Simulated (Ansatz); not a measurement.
Wires are cut from relaxed bulk AlP (F-43m, 20.87 Å³/atom, gap on the mesh 1.63 eV); atoms and period are relaxed, and energies count from that bulk. Caps count from half an H2 molecule.

All numbers below come from DFT PBE, scalar-relativistic, plane waves, PAW in Ansatz.

Cutoff 420 eV, Gaussian smearing of 0.05 eV, energies at zero smearing, symmetry of each start kept, no spin polarisation.

```json
{"start": "[110] wire, 4 host atoms a period with H caps", "atoms": "10", "k mesh": "1×1×9", "excess energy (eV per host atom)": "0.494", "line energy (eV/Å)": "0.494", "period (Å)": "3.999", "gap on the mesh (eV)": "3.10", "highest filled level or Fermi level under vacuum (eV)": "6.00"}
{"start": "[110] wire, 12 host atoms a period with H caps", "atoms": "22", "k mesh": "1×1×9", "excess energy (eV per host atom)": "0.350", "line energy (eV/Å)": "1.059", "period (Å)": "3.968", "gap on the mesh (eV)": "0.83", "highest filled level or Fermi level under vacuum (eV)": "-"}
{"start": "[110] wire, 16 host atoms a period with H caps", "atoms": "28", "k mesh": "1×1×9", "excess energy (eV per host atom)": "0.329", "line energy (eV/Å)": "1.327", "period (Å)": "3.966", "gap on the mesh (eV)": "0.67", "highest filled level or Fermi level under vacuum (eV)": "-"}
```

A dash: not computed, or not clear enough to read.

The gap is read on a mesh, which can miss the band edges, so it can be too wide.

Each run keeps its start's symmetry and one magnetic start, so lower states can exist.